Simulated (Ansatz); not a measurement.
# InSe: the cost of one run

Program: Ansatz 0.2.0. Level of theory: DFT PBEsol, scalar-relativistic, plane waves, PAW. These are calculated values, not measurements.

A COD entry behind a cell of this session may itself be a prediction, so a difference from it is no test against experiment.

## 1. Starting point

Symmetry: R3m, No. 160, trigonal system. Conventional cell: a = 4.000 Å, b = 4.000 Å, c = 24.950 Å, α = 90.00°, β = 90.00°, γ = 120.00°. In (site symmetry 3m) has 3 Se at 2.64 Å and 1 In at 2.80 Å as nearest neighbours. Se (site symmetry 3m) has 3 In at 2.64 Å as nearest neighbours.

Structure file:

```
In Se
1.0
     2.00000   -3.46410    0.00000
     2.00000   -1.15470   -8.31667
    10.00000    3.46410    0.00000
In Se
6 6
Direct
  0.00000 0.00000 0.00000
  0.33333 0.00000 0.33333
  0.66667 0.00000 0.66667
  0.14960 0.66340 0.03740
  0.48293 0.66340 0.37073
  0.81627 0.66340 0.70407
  0.82067 0.15350 0.20517
  0.15400 0.15350 0.53850
  0.48733 0.15350 0.87183
  0.10667 0.51000 0.27667
  0.44000 0.51000 0.61000
  0.77333 0.51000 0.94333
```

No relaxation comes first: the listed cell is the starting point.

## 2. The undisturbed cell

input.yaml reads:

```yaml
crystal:
  lattice:
    - [1.9999996503, -3.4641010095, 0.0]
    - [1.9999996503, -1.1547003365, -8.31667]
    - [9.9999982516, 3.4641010095, 0.0]
  atoms:
    - { symbol: In, position: [0.0, 0.0, 0.0] }
    - { symbol: In, position: [0.3333333333, 0.0, 0.3333333333] }
    - { symbol: In, position: [0.6666666667, 0.0, 0.6666666667] }
    - { symbol: In, position: [0.1496, 0.6634, 0.0374] }
    - { symbol: In, position: [0.4829333333, 0.6634, 0.3707333333] }
    - { symbol: In, position: [0.8162666667, 0.6634, 0.7040666667] }
    - { symbol: Se, position: [0.8206666667, 0.1535, 0.2051666667] }
    - { symbol: Se, position: [0.154, 0.1535, 0.5385] }
    - { symbol: Se, position: [0.4873333333, 0.1535, 0.8718333333] }
    - { symbol: Se, position: [0.1066666667, 0.51, 0.2766666667] }
    - { symbol: Se, position: [0.44, 0.51, 0.61] }
    - { symbol: Se, position: [0.7733333333, 0.51, 0.9433333333] }
basis:
  ecutwfc: 420
kpoints:
  mp_grid: { grid: [9, 4, 4] }
hamiltonian:
  xc: pbesol
scf:
  occupations: { method: gaussian, width: 0.03 }
output:
  forces: true
  stress: true
  eigenvalues: true
  write_density: true
  write_potential: true
  elf: true
  volumetric_format: npy
```

The run is started by

```bash
$ ansatz run input.yaml --threads 2 --pin off --max-ram 5120MiB --backend cpu --events-out ev --progress --plain --runs-dir out
```

Q: Estimate wall time and peak memory on 2 threads of Intel Xeon 6975P-C (Granite Rapids), shared host.

About 85 s, with a peak of 1.9 GiB.
